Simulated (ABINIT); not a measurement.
The system is C.

```
C
1.0
     0.00000    1.78337    1.78337
     1.78337    0.00000    1.78337
     1.78337    1.78337    0.00000
C
2
Direct
  0.75000 0.75000 0.75000
  0.50000 0.50000 0.50000
```

This isn't the form of C at room conditions, which is graphite.

Base run:

- Program: ABINIT 10.8.3 (patched build)
- Functional: r2SCAN
- Potentials or basis: PseudoDojo NC SR PBE v0.4.1 standard
- Cutoff: 1333 eV
- k mesh: 13 × 13 × 13
- Occupations: fermi-dirac, width 0.05 eV
- Spin: no spin polarisation

Its results: band gap on the k mesh 4.17 eV, indirect (least direct gap 5.84 eV); pressure 3.6 GPa.

Question: After a change of settings the same cell gave: band gap on the k mesh 4.33 eV, indirect (least direct gap 5.87 eV); pressure 0.6 GPa. Which change was it?
A. potentials or basis from PseudoDojo NC SR PBE v0.4.1 standard to Ansatz PAW PBE default generated set, frozen core; cutoff from 1333 eV to 490 eV
B. potentials or basis from PseudoDojo NC SR PBE v0.4.1 standard to SG15 NC PBE v1.2; cutoff from 1333 eV to 1306 eV
C. potentials or basis from PseudoDojo NC SR PBE v0.4.1 standard to JTH PAW PBE v2.0; cutoff from 1333 eV to 626 eV
D. potentials or basis from PseudoDojo NC SR PBE v0.4.1 standard to Ansatz NC r2SCAN; cutoff from 1333 eV to 1442 eV

Answer: C.

Caveats: an odd mesh through Γ misses points on the zone boundary, where band edges often lie; a meta-GGA on potentials with a model core is unreliable (some runs); the potentials were made for another functional, which shifts forces and pressure (some runs); the PAW data sets were made with another functional, which shifts forces and pressure a little (some runs); the atomic spheres overlap (some runs).
